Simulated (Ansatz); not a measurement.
Calculated 177Hf nuclear quadrupole resonance for HfO₂

Cell: a computed structure from the Materials Project (it need not be an observed phase), atoms as given.

Space group Pca2_1 (No. 29); a = 5.2195, b = 5.0048, c = 5.0327 Å.

```csv
site,Wyckoff,site symmetry,x,y,z
Hf,4a,1,0.0330,0.2675,0.2414
O5,4a,1,0.3679,0.0714,0.3793
O7,4a,1,0.7339,0.4601,0.4923
```

One atom of each set is listed.

Level of theory: DFT, r2SCAN, plane waves and PAW (field gradients read without the response of the frozen cores, which leaves them typically 4 to 6 % off), scalar-relativistic, 500 eV cutoff, Γ-centred 4×4×4 k-points, Fermi–Dirac smearing 0.02 eV (Ansatz 0.2.0).

177Hf: I = 7/2, Q = 3365 mb (year-2017 value). Static lattice, zero field.

Task: Predict the zero-field 177Hf lines of each site.

Result: For I = 7/2 and η = 0 the lines are |C_Q|/14 times 1, 2 and 3; η shifts the lowest up most. At large η the states mix, and weaker lines appear at sums of the main ones; lines under 5 % of the strongest are left out.

```json
{"site": "Hf", "atoms": "4", "V_zz (10²¹ V/m²)": "10.80", "C_Q (MHz)": "879", "η": "0.75", "line frequencies (MHz)": "114.1, 136.6, 176.9, 250.7"}
```

Task: And for Hf-179 (I = 9/2, Q = 3793 mb) on Hf?

Result: C_Q scales with Q to 990 MHz, with lines at 86.3, 110.0, 123.5, 157.2, 196.3 MHz.

Without spin–orbit coupling the gradients at and beside Hf can be off by some per cent, at some sites by more.
